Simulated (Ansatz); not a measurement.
## TiAl: what relativity and spin–orbit coupling change

```
CELL_PARAMETERS angstrom
2.83730 0.00000 0.00000
0.00000 2.83730 0.00000
0.00000 0.00000 4.05910
ATOMIC_POSITIONS crystal
Ti 0.00000 0.00000 0.00000
Al 0.50000 0.50000 0.50000
```

Atom numbers follow the list: Ti1, Al2.

Conventional cell: a = 2.837 Å, b = 2.837 Å, c = 4.059 Å, α = 90.00°, β = 90.00°, γ = 90.00°. Ti (atom 1) is surrounded by 4 Ti at 2.84 Å and 8 Al at 2.85 Å. Around Al (atom 2) lie 4 Al at 2.84 Å and 8 Ti at 2.85 Å.

The cell is COD entry 1532769, as deposited and not checked against the literature; nothing was relaxed.

Spin polarisation is left out, and whether a magnetic state lies lower isn't shown here.

One fixed cell is solved with PBE by all-electron LAPW in Ansatz 0.2.0 under different relativistic treatments. Pressure is positive in compression.

Numerical set-up: a Γ-centred 12×12×8 k mesh, Fermi–Dirac smearing of 0.05 eV, basis error target 1 meV/atom, no spin polarisation.

```
                 setting  P (GPa)  lowest level at Γ above −25 eV, from the valence-band top or, without a gap, the Fermi level (eV)
     scalar-relativistic    -0.76                                                                                              -8.99
        non-relativistic        ?                                                                                                  ?
with spin–orbit coupling    -0.76                                                                                              -8.99
```

**Question.** Give the missing entry: row "non-relativistic", column "P (GPa)".

**Answer.** -0.47.

**Question.** What belongs in the row "non-relativistic", column "lowest level at Γ above −25 eV, from the valence-band top or, without a gap, the Fermi level (eV)"?

**Answer.** -8.91.
